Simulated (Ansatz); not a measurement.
Ansatz (a program for electronic structure) run on CsPbI3 (P4mm, 5 atoms in the cell): self-consistent single point

Method: PBE (plane waves, PAW; Ansatz).

The input file:

Ansatz 0.2 input:
```yaml
crystal:
  lattice:
    - [6.258550, 0.000000, 0.000000]
    - [0.000000, 6.258550, 0.000000]
    - [0.000000, 0.000000, 6.258550]
  atoms:
    - { symbol: Cs, position: [0.000000, 0.000000, 0.007989] }
    - { symbol: Pb, position: [0.500000, 0.500000, 0.500000] }
    - { symbol: I, position: [0.500000, 0.000000, 0.500000] }
    - { symbol: I, position: [0.000000, 0.500000, 0.500000] }
    - { symbol: I, position: [0.500000, 0.500000, 0.000000] }
basis:
  ecutwfc: 30.9 Ry
kpoints:
  mp_grid: { grid: [3, 3, 3] }
hamiltonian:
  xc: pbe
  pseudopotentials: { kind: paw }
scf:
  occupations: { method: fermi_dirac, width: 0.0007 Ry }
output:
  forces: true
  eigenvalues: true
  stress: true
```

Log, with long lists cut:

```
WARN ansatz: RAYON_NUM_THREADS=1 ignored (pool sized by the plan → 1); use --threads N
Pseudopotentials: kind: paw
Pseudopotential: Cs, paw, valence charge 9
Pseudopotential: Pb, paw, valence charge 14
Pseudopotential: I, paw, valence charge 17
Crystal: 5 atoms, lattice volume = 245.144 Å³
Basis set: ecut = 420.4159175005146 eV, 4801 PW (Γ), exchange–correlation on 90×90×90 points (8 copies of the dense FFT grid, shifted against one another)
Bands: 45, of which v1, the nominal top of the filled ones, is band 37 counted from 1 (36 counted from 0)
Symmetry: 8 space group operations
Space group: P4mm (ITA 99), of the structure as read, at distance tolerance 6.3e-5 Å
k-points: 6 of 27 (time reversal used)
Initial density: superposition of atomic densities (neutral atoms: chi_scale 0, normalization atom), corrected by the library's trained network
Initial wavefunctions: pseudopotential atomic-orbital guess
Eigensolver: davidson
Functional: x = pbe(κ = 0.804, μ = 0.2195149727645171), c = pbe(β = 0.06672455060314922)
SCF iter   1: F=—  HF=-40121.094409 eV  |F-HF|=—  |Δ(HF+E_count)|=         —  Δρ=1.35e-3  dr2=9.47e-3  ethr=1.77e-3  ⟨swp⟩=9.5  Hψ=1310  notcnv=0
all-band conjugate gradients solve this SCF's bands
preconditioner: auto → Resta (q_TF=auto, 2.235 Å⁻¹)
SCF iter   2: F=—  HF=-40121.091962 eV  |F-HF|=—  |Δ(HF+E_count)|=   2.45e-3  Δρ=6.72e-4  dr2=1.84e-3  ethr=1.28e-5  ⟨swp⟩=4.0  Hψ=626  notcnv=0  defer=12
SCF iter   3: F=—  HF=-40121.091884 eV  |F-HF|=—  |Δ(HF+E_count)|=   7.78e-5  Δρ=2.01e-4  dr2=1.12e-4  ethr=2.49e-6  ⟨swp⟩=4.2  Hψ=607  notcnv=0  defer=12
SCF iter   4: F=—  HF=-40121.091866 eV  |F-HF|=—  |Δ(HF+E_count)|=   1.79e-5  Δρ=8.27e-5  dr2=1.87e-5  ethr=1.52e-7  ⟨swp⟩=2.0  Hψ=480  notcnv=0  defer=12
SCF iter   5: F=—  HF=-40121.091834 eV  |F-HF|=—  |Δ(HF+E_count)|=   3.23e-5  Δρ=1.05e-5  dr2=3.37e-7  ethr=2.52e-8  ⟨swp⟩=2.0  Hψ=480  notcnv=0  defer=12
SCF iter   6: F=-40121.091835 eV  HF=-40121.091835 eV  |F-HF|=1.29e-8  |Δ(HF+E_count)|=   5.31e-7  Δρ=3.11e-6  dr2=2.62e-8  ethr=1.35e-10  ⟨swp⟩=13.5  Hψ=1419  notcnv=0
SCF 1 converged in 6 iterations: F = -40121.091835 eV  dr2 = 2.62e-8
SCF converged after 6 iterations
Free energy (F): -40121.091835 eV
Harris-Foulkes:  -40121.091835 eV  (|F-HF|=1.29e-8)
Internal energy: -40121.091835 eV  (E = F + TS)
E sigma→0 (E₀):  -40121.091835 eV
Fermi energy:    5.167165 eV
--- Per-component energies (eV) ---
  E_band       = -1382.314283
  E_kinetic    = 995.580688
  E_local      = -9010.305502  (includes V_loc(G=0)·N_el)
  E_nonlocal   = 108.072104
  E_hartree    = 4385.902711
  E_xc         = -779.592651
  E_vxc        = -644.794271  (∫ρ·V_xc dr)
  E_paw        = -29919.624133  (= ΣΔE_a)
  E_vpaw       = -1602.684029  (= ΣTr[D̂ρ^β])
  E_aug_tail   = -0.000027  (compensation charges beyond the density's cutoff)
  E_ewald      = -5901.125024
  E_smearing   = -0.000000  (= −TS)
  E_closure    = -0.000000  (closes the sum)
  Σ components = -40121.091835   (vs F -40121.091835, Δ=0.00e0)
--- Forces (eV/Å), atoms counted from 1 ---
  atom   1  Cs     0.00000000     0.00000000    -0.00310111
  atom   2  Pb    -0.00000000     0.00000000     0.00306277
  atom   3  I      0.00000000     0.00000000    -0.00097343
  atom   4  I      0.00000000     0.00000000    -0.00097343
  atom   5  I      0.00000000     0.00000000     0.00201482
  max |Σ_I F_I| component: 2.96e-5 eV/Å
--- Stress (GPa, compression-positive) ---
        0.827839       0.000000      -0.000000
        0.000000       0.827839       0.000000
       -0.000000       0.000000       0.828501
  P = ⅓ Tr σ = 0.8281 GPa (8.281 kbar)
  The stress holds the Pulay correction. Without it, at fixed plane waves, as pw.x and ABINIT print it: P = 0.8171 GPa
--- Band table (eV; the first three rows and the last of 6) ---
  k-point 0: bands = ["-39.9156", "-39.9154", "-39.9150", "-39.8747", "-39.8745", "-39.8745", "-39.8742", "-39.8739", "-39.8739", "-39.7642", "-39.7642", "-39.7637", "-39.7636", "-39.7635", "-39.7631", "-17.0935", "-12.2755", "-12.2755", "-12.2010", [...]
  k-point 1: bands = ["-39.9156", "-39.9154", "-39.9150", "-39.8747", "-39.8745", "-39.8745", "-39.8742", "-39.8740", "-39.8740", "-39.7642", "-39.7642", "-39.7637", "-39.7636", "-39.7635", "-39.7631", "-17.0933", "-12.2755", "-12.2642", "-12.2014", [...]
  k-point 2: bands = ["-39.9155", "-39.9154", "-39.9150", "-39.8746", "-39.8745", "-39.8745", "-39.8743", "-39.8740", "-39.8739", "-39.7642", "-39.7642", "-39.7637", "-39.7636", "-39.7635", "-39.7631", "-17.0933", "-12.2755", "-12.2643", "-12.2015", [...]
  k-point 5: bands = ["-39.9155", "-39.9154", "-39.9150", "-39.8745", "-39.8745", "-39.8744", "-39.8744", "-39.8740", "-39.8740", "-39.7642", "-39.7642", "-39.7637", "-39.7636", "-39.7635", "-39.7631", "-17.0928", "-12.2584", "-12.2584", "-12.2020", [...]
```

The run converged in 6 iterations.

The starting cell has typed, rounded lattice constants, without a prior relaxation at this level. Its lattice was rescaled by up to half a per cent. One atom was moved a little off its site on purpose. Spin-orbit coupling is off. Ansatz's pressure includes its estimate of the finite-basis (Pulay) stress.
